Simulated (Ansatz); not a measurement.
# Ag under changes of volume

One of the cells (17.048 Å³/atom); the others are scaled copies at fixed shape and fractional positions:

```
Ag
1.0
     0.00000    2.04275    2.04275
     2.04275    0.00000    2.04275
     2.04275    2.04275    0.00000
Ag
1
Direct
  0.00000 0.00000 0.00000
```

* Program: Ansatz 0.2.0
* Functional: LDA
* Potentials or basis: all-electron LAPW, scalar-relativistic
* Cutoff: 240 eV (chosen from the basis error)
* Basis error allowed: 0.001 eV/atom
* k mesh: 11 × 11 × 11
* Occupations: fermi-dirac, width 0.05 eV
* Spin: no spin polarisation

```tsv
volume (Å³/atom)	energy over the lowest point (meV/atom)	pressure (GPa)
16.025	0.00	-0.4
16.366	4.03	-3.2
16.707	?	?
17.048	27.69	-7.6
17.389	45.93	-9.3
17.730	67.59	-10.8
18.071	92.14	-12.1
```

**Question.** What does the run at 16.707 Å³/atom give?

**Answer.** Energy over the lowest point 13.50 meV/atom; pressure -5.5 GPa.

Worked out: A Birch-Murnaghan fit of order 3 (a polynomial in V^(-2/3)) to the other rows has its minimum at 15.97 Å³/atom, just outside them, with B0 = V·E''(V) = 143 GPa and B' = 6.0. It gives 13.51 meV/atom at 16.707 Å³/atom, against the run's 13.50, and -dE/dV = -5.6 GPa, against -5.5.

Energies are extrapolated to zero smearing.
